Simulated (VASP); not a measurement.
InAs: relaxation of the atoms with PBE

The system is InAs.

```
In As
1.0
     0.00000    3.06628    3.06628
     3.06628    0.00000    3.06628
     3.06628    3.06628    0.00000
In As
1 1
Cartesian
  0.0000 0.0000 0.0000
  1.5331 1.5331 1.5331
```

The cell isn't the ideal one: a relaxed cell with its volume scaled by 0.96.

```json
{"Program": "VASP 6.6.1", "Task": "relaxation of the atoms", "Functional": "PBE", "Potentials or basis": "VASP PAW PBE potentials, release 64 (In, As)", "Cutoff": "300 eV", "k mesh": "5 × 5 × 5", "Occupations": "gaussian, width 0.03 eV", "Spin": "no spin polarisation", "Further INCAR settings": "ALGO = Normal; EDIFF = 1e-07; IBRION = 2; EDIFFG = -0.01; NSW = 40"}
```

| Item | Value |
| --- | --- |
| Pressure after relaxing | 2.2 GPa |
| Band gap on the k mesh | none (metal or under the smearing width) |

Final structure:
```yaml
crystal:
  lattice:
    - [0.00000, 3.06628, 3.06628]
    - [3.06628, 0.00000, 3.06628]
    - [3.06628, 3.06628, 0.00000]
  atoms:
    - { symbol: In, position: [0.00000, 0.00000, 0.00000] }
    - { symbol: As, position: [0.25000, 0.25000, 0.25000] }
```

Levels at points of the mesh, in eV from the Fermi level:
```tsv
k point	band 1	band 2	band 3	band 4	band 5	band 6	band 7	band 8
(0.00, 0.00, 0.00)	-11.59	-0.38	-0.01	-0.01	-0.01	3.90	3.90	3.90
```

Wall time 7.2 s on 1 thread of Intel(R) Xeon(R) Platinum 8259CL CPU @ 2.50GHz (Skylake/Cascade Lake) (shared host), peak memory 0.13 GiB.

Caveat: the relaxation stopped at its first step, so nothing moved.
